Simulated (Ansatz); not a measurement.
SiNi3:

```
Ni Si
1.0
     1.29280    0.74640    7.66199
    -1.29280    0.74640    7.66199
     0.00000   -1.49280    7.66199
Ni Si
3 1
Cartesian
  0.0000 0.0000 5.8553
  0.0000 0.0000 11.4930
  0.0000 0.0000 17.1307
  0.0000 0.0000 0.0000
```

The cell comes from a database or a generator and needn't be the stable form of this composition.

Base run:

```yaml
Program: Ansatz 0.2.0
Functional: PBEsol
Potentials_or_basis: all-electron LAPW, scalar-relativistic
Cutoff: 303 eV
Density_cutoff: 1211 eV
Basis_error_allowed: 0.001 eV/atom
k_mesh: 12 × 12 × 12
Occupations: fermi-dirac, width 0.05 eV
Spin: collinear spin, ferromagnetic start
Starting_moments: "[1.0, 1.0, 1.0, 0.0] μB"
```

Its results: pressure -6.3 GPa; net moment 0.48 μB per cell; site moments Ni +0.07, +0.36; Si -0.00 μB; largest force 0.060 eV/Å.

Problem. The run is repeated on the same cell with these changes: functional from PBEsol to LDA; basis error allowed from 0.001 eV/atom to 0.002 eV/atom. What comes out?

Solution. Pressure -12.6 GPa; net moment 0.22 μB per cell; site moments Ni +0.03, +0.18; Si -0.00 μB; largest force 0.107 eV/Å.

Not every run made on this cell is shown here.
